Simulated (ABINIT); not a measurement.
Crystal: MoS2.

```
Mo S
1.0
     3.22746    0.00000    0.00000
    -1.61373    2.79507    0.00000
     0.00000    0.00000    6.31247
Mo S
1 2
Direct
  0.00000 0.00000 0.50000
  0.66667 0.33333 0.74468
  0.33333 0.66667 0.25532
```

Measurements of this composition are mostly on another form, of space group No. 194.

- Program: ABINIT 10.8.3 (patched build)
- Task: relaxation of cell and atoms
- Functional: PBEsol
- Potentials or basis: Ansatz PAW PBE default generated set, frozen core
- Cutoff: 419 eV
- k mesh: 7 × 7 × 3
- Occupations: fermi-dirac, width 0.05 eV
- Spin: no spin polarisation

At the start: pressure -3.2 GPa; volume 18.98 Å³/atom.

Task: How do energy, volume and symmetry change on relaxing?

Result: Over 15 steps the energy falls by 14.4 meV/atom and the volume is 17.47 Å³/atom (-8.0 %); space group P-3m1 (No. 164, to 0.05 Å).

Step by step:
```
step  energy change (eV)  largest force (eV/Å)  pressure (GPa)  volume (Å³)
   1              0.0000                0.0052           -3.17        56.94
   2             -0.0116                0.1321           -1.94        56.39
   3             -0.0265                0.3440            0.68        55.13
   4             -0.0310                0.3038            0.91        54.84
   5             -0.0368                0.0950            0.33        54.52
   6             -0.0371                0.0436           -0.01        54.57
   7             -0.0372                0.0255           -0.16        54.60
   8             -0.0374                0.0008           -0.38        54.60
   9             -0.0380                0.0380           -0.70        54.50
  10             -0.0394                0.0864           -1.09        54.09
  11             -0.0415                0.1125           -1.17        53.17
  12             -0.0427                0.0781           -0.70        52.55
  13             -0.0432                0.0204           -0.16        52.41
  14             -0.0433                0.0007           -0.01        52.42
  15             -0.0433                0.0001            0.00        52.42
```

Final structure:
```xyz
3
Lattice="3.1560 0.0000 0.0000 -1.5780 2.7332 0.0000 0.0000 0.0000 6.0768" Properties=species:S:1:pos:R:3 pbc="T T T"
Mo    0.0000    0.0000    3.0384
S     1.5780    0.9111    4.6147
S     0.0000    1.8221    1.4621
```

Caveat: the PAW data sets were made with another functional, which shifts forces and pressure a little; this functional lacks dispersion, which binds the layers, so the pressure and a relaxed spacing across them are unreliable; the atomic spheres overlap.
